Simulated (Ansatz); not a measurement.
The cell is a measured one (Crystallography Open Database entry 9011003); the temperature and pressure of the measurement aren't taken into account, and nothing was relaxed.

Below is the log of a run of Ansatz 0.2.0.

```
Li: projections on atomic orbitals take those of the free atom 1s2 2s1, of charge +0.00 (hamiltonian.pseudopotentials.projection_atoms)
LAPW: plane waves up to 4.329 Å⁻¹, error target 5.0e-4 eV per atom; small_component_spin mean_spin; Li in spheres of 1.556 Å, 3 of its electrons in bands, Dirac shells []
Engine: ansatz 0.2.0
Pseudopotentials: kind: all_electron
Pseudopotential: Li, LAPW, valence charge 3, Koelling and Harmon's equation, gaussian nucleus
Functional definition: PBE
  parameter kappa = 0.804
  parameter beta = 0.06672455060314922
  exchange = pbe_x(kappa = kappa, mu = beta*pi^2/3)
  correlation = pbe_c(beta = beta)
Crystal: 2 atoms, lattice volume = 42.688 Å³
Basis set: ecut = 71.40880252552326 eV, 55 PW (Γ), exchange–correlation at level 2
Bands: 7, of which v1, the nominal top of the filled ones, is band 3 counted from 1 (2 counted from 0)
Symmetry: 24 space group operations
Space group: P63/mmc (ITA 194), of the structure as read, at distance tolerance 3.5e-5 Å
k-points: 135 of 1800
Non-local potential: Li, projectors of the file, none
Initial density: superposition of atomic densities (chi_scale 0.1, normalization cell)
Initial wavefunctions: plane waves of lowest kinetic energy (no species holds an atomic orbital)
Functional: x = pbe(κ = 0.804, μ = 0.2195149727645171), c = pbe(β = 0.06672455060314922)
iter 1 solved again at ethr=2.25e-5 eV; its pass at ethr=1.00e-1 eV (dr2=1.35e-3 eV) is discarded
SCF iter   1: F=—  HF=-409.380347 eV  |F-HF|=—  |Δ(HF+E_count)|=         —  Δρ=1.66e-3  dr2=1.33e-3  ethr=2.25e-5  ⟨swp⟩=4.3  Hψ=8487  notcnv=0
preconditioner: auto → none  [metal: Δε(μ)=0.004 eV  Ē_g=6.184 eV  σ=0.080 eV  W_gap=0.01  n_scr=2 (ndim 8)  ℏωp=8.0 eV  f_vac=0.000  D(μ)=1.03/eV (n_scr^D=2)  sad-step TF]
SCF iter   2: F=—  HF=-409.378961 eV  |F-HF|=—  |Δ(HF+E_count)|=   1.39e-3  Δρ=1.07e-3  dr2=6.04e-4  ethr=2.22e-5  ⟨swp⟩=2.0  Hψ=3289  notcnv=0
iter 3 solved again at ethr=2.65e-7 eV; its pass at ethr=1.01e-5 eV (dr2=1.59e-5 eV) is discarded
SCF iter   3: F=—  HF=-409.378722 eV  |F-HF|=—  |Δ(HF+E_count)|=   2.39e-4  Δρ=1.61e-4  dr2=1.59e-5  ethr=2.65e-7  ⟨swp⟩=2.0  Hψ=5230  notcnv=0
SCF iter   4: F=-409.378728 eV  HF=-409.378728 eV  |F-HF|=2.38e-8  |Δ(HF+E_count)|=   5.92e-6  Δρ=7.02e-6  dr2=2.96e-8  ethr=2.64e-7  ⟨swp⟩=2.0  Hψ=3289  notcnv=0
SCF 1 converged in 4 iterations: F = -409.378728 eV  dr2 = 2.96e-8
NSCF: frozen V_eff on 65 k-points
SCF converged after 4 iterations
Free energy (F): -409.378728 eV
Harris-Foulkes:  -409.378728 eV  (|F-HF|=2.38e-8)
Internal energy: -409.357266 eV  (E = F + TS)
E sigma→0 (E₀):  -409.367997 eV
Entropy (-TS):   -0.021462 eV (-10.731 meV/atom)
Fermi energy:    0.749335 eV
--- Per-component energies (eV) ---
  E_band       = -184.554060
  E_kinetic    = 405.658152
  E_xc         = -101.299399
  E_electrostatic = -713.716020  (all electrons and nuclei)
  E_smearing   = -0.021462  (= −TS)
  E_closure    = 0.000000  (closes the sum)
  E_atoms      = -405.569258  (free atoms, spherical and without spin; not in F)
  Σ components = -409.378728   (vs F -409.378728, Δ=0.00e0)
  Basis errors (estimates in eV, not in F): energy 1.7e-4 per atom: plane waves 1.7e-4 (1.2e-4 summed), levels above the bands 1.4e-34, relativity 2.4e-9, radial functions 2.1e-6, core shells 0.0e0; eigenvalues (radial functions only) 2.5e-5; not estimated: angular momenta, meshes, grids; target (lapw.basis_error) 5.0e-4; muffin-tin radii Li 1.556 Å
--- Forces (eV/Å), atoms counted from 1 ---
  atom   1  Li     0.00000000    -0.00000000     0.00000000
  atom   2  Li    -0.00000000     0.00000000     0.00000000
  max |Σ_I F_I| component: 4.34e-19 eV/Å
--- Stress (GPa, compression-positive) ---
       -0.663733       0.000000       0.000000
        0.000000      -0.663733       0.000000
        0.000000       0.000000      -0.673878
  P = ⅓ Tr σ = -0.6671 GPa (-6.671 kbar)
--- Band table (eV; the first three rows and the last of 135) ---
  k-point 0: bands = ["-45.8487", "-45.8342", "-2.7512", "0.7458", "3.4754", "12.7928", "12.7928"]
  k-point 1: bands = ["-45.8482", "-45.8348", "-2.6829", "0.3654", "4.0166", "12.8577", "12.8577"]
  k-point 2: bands = ["-45.8466", "-45.8364", "-2.4777", "-0.3515", "5.2138", "12.0973", "13.0462"]
  k-point 134: bands = ["-45.8305", "-45.8305", "2.8625", "2.8625", "3.4406", "3.4406", "6.6882"]
--- Löwdin populations: 2 sites ---
  site symbol       q [e]
     0     Li      2.9185
     1     Li      2.9185
  spilling = 0.027150 (of n_electrons = 6.000000)
```

The cell and starting positions:

```
CELL_PARAMETERS angstrom
3.11100 0.00000 0.00000
-1.55550 2.69421 0.00000
0.00000 0.00000 5.09300
ATOMIC_POSITIONS crystal
Li 0.33333 0.66667 0.25000
Li 0.66667 0.33333 0.75000
```

Parts of the input that the log doesn't repeat:

```yaml
  band_path:
    path:
      - [0.0, 0.0, 0.0]
      - [0.5, 0.0, 0.0]
      - [0.3333333333, 0.3333333333, 0.0]
      - [0.0, 0.0, 0.0]
      - [0.0, 0.0, 0.5]
      - [0.5, 0.0, 0.5]
      - [0.3333333333, 0.3333333333, 0.5]
      - [0.0, 0.0, 0.5]
      - [0.5, 0.0, 0.5]
    npoints: 8
output:
  forces: true
  stress: true
  eigenvalues: true
  fatbands: true
  populations: true
  dos: { projected: true, de: 0.2, e_range: [-14, 8] }
```

**Question.** Write the input that produced this log.

**Answer.** 
```yaml
crystal:
  lattice:
    - [3.1110021516, 0.0, 0.0]
    - [-1.5555010758, 2.6942068945, 0.0]
    - [0.0, 0.0, 5.093]
  atoms:
    - { symbol: Li, position: [0.3333333333, 0.6666666667, 0.25] }
    - { symbol: Li, position: [0.6666666667, 0.3333333333, 0.75] }
kpoints:
  mp_grid: { grid: [15, 15, 8] }
  band_path:
    path:
      - [0.0, 0.0, 0.0]
      - [0.5, 0.0, 0.0]
      - [0.3333333333, 0.3333333333, 0.0]
      - [0.0, 0.0, 0.0]
      - [0.0, 0.0, 0.5]
      - [0.5, 0.0, 0.5]
      - [0.3333333333, 0.3333333333, 0.5]
      - [0.0, 0.0, 0.5]
      - [0.5, 0.0, 0.5]
    npoints: 8
scf:
  occupations: { method: fermi_dirac, width: 0.08 }
hamiltonian:
  xc: pbe
  pseudopotentials: { kind: all_electron, lapw: { basis_error: 0.0005 } }
output:
  forces: true
  stress: true
  eigenvalues: true
  fatbands: true
  populations: true
  dos: { projected: true, de: 0.2, e_range: [-14, 8] }
```
This is the input that was run; digits and keys that the log doesn't show could differ in an equivalent one.
